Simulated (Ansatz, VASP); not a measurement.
## C in VASP and in Ansatz

```
C
1.0
     0.00000    1.78337    1.78337
     1.78337    0.00000    1.78337
     1.78337    1.78337    0.00000
C
2
Direct
  0.75000 0.75000 0.75000
  0.50000 0.50000 0.50000
```

This isn't the form of C at room conditions, which is graphite.

Alike in both runs: task single point; functional PBE; k mesh 13 × 13 × 13; occupations gaussian, width 0.028 eV; no spin polarisation.

|  | VASP | Ansatz |
| --- | --- | --- |
| version | VASP 6.6.1 | Ansatz 0.2.0 |
| potentials or method | VASP PAW PBE potentials, release 64 (C) | Ansatz PAW |
| plane-wave cutoff (eV) | 520 | 420 |
| valence electrons in the cell | 8 | 8 |

```csv
,VASP,Ansatz,Ansatz less VASP
gap on the k mesh at the Fermi level (eV),4.14,4.15,+0.008
least direct gap on the mesh (eV),5.59,5.59,+0.004
pressure (GPa),2.5,1.8,-0.68
```

With one functional, cell and mesh, what is left measures potentials, basis and numerics.

Caveats: an odd mesh through Γ misses points on the zone boundary, where band edges often lie (VASP); odd divisions of the mesh miss points on the zone boundary, where band edges often lie, so the gap on the mesh can be too wide (Ansatz); the pressure holds a Pulay correction of +1.0 GPa for the finite cutoff (Ansatz). As with any semilocal functional, this PBE gap is likely too small.
